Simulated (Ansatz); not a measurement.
**TiO2 (Anatase) under changes of volume**

One of the cells (11.354 Å³/atom); the others are scaled copies at fixed shape and fractional positions:

```
CELL_PARAMETERS angstrom
-1.89210 1.89210 4.75730
1.89210 -1.89210 4.75730
1.89210 1.89210 -4.75730
ATOMIC_POSITIONS crystal
Ti 0.75000 0.25000 0.50000
Ti 0.00000 0.00000 0.00000
O 0.79190 0.79190 0.00000
O 0.54190 0.04190 0.50000
O 0.95810 0.45810 0.50000
O 0.20810 0.20810 0.00000
```

```yaml
Program: Ansatz 0.2.0
Functional: exchange-only PBE
Potentials_or_basis: Ansatz PAW
Cutoff: "420 eV (not typed: the program's choice for these potentials)"
k_mesh: 10 × 10 × 10
Occupations: fermi-dirac, width 0.05 eV
Spin: no spin polarisation
```

```csv
volume (Å³/atom),energy over the lowest point (meV/atom),pressure (GPa),gap on the mesh (eV),largest force (eV/Å)
10.673,197.16,40.4,2.33,0.866
10.900,144.62,33.8,2.28,0.716
11.127,100.95,27.9,2.23,0.575
11.354,65.38,22.4,2.18,0.445
11.581,37.14,17.5,2.14,0.324
11.808,?,?,?,?
12.035,0.00,9.0,2.04,0.105
```

**Question.** What does the run at 11.808 Å³/atom give?

**Answer.** Energy over the lowest point 15.55 meV/atom; pressure 13.0 GPa; gap on the mesh 2.09 eV; largest force 0.211 eV/Å.

Worked out: A Birch-Murnaghan fit of order 3 (a polynomial in V^(-2/3)) to the other rows has no minimum within the range. It gives 15.54 meV/atom at 11.808 Å³/atom, against the run's 15.55, and -dE/dV = 13.0 GPa, against 13.0. A straight line through the other rows of the gap, of slope -2.4 eV per unit of ln V, gives 2.09 eV, against the run's 2.09.

Energies are extrapolated to zero smearing.

Caveats: the PAW data sets come from PBE, with cores solved anew for the run's functional, which leaves a small shift of forces and pressure.

A mesh can miss the band edges.
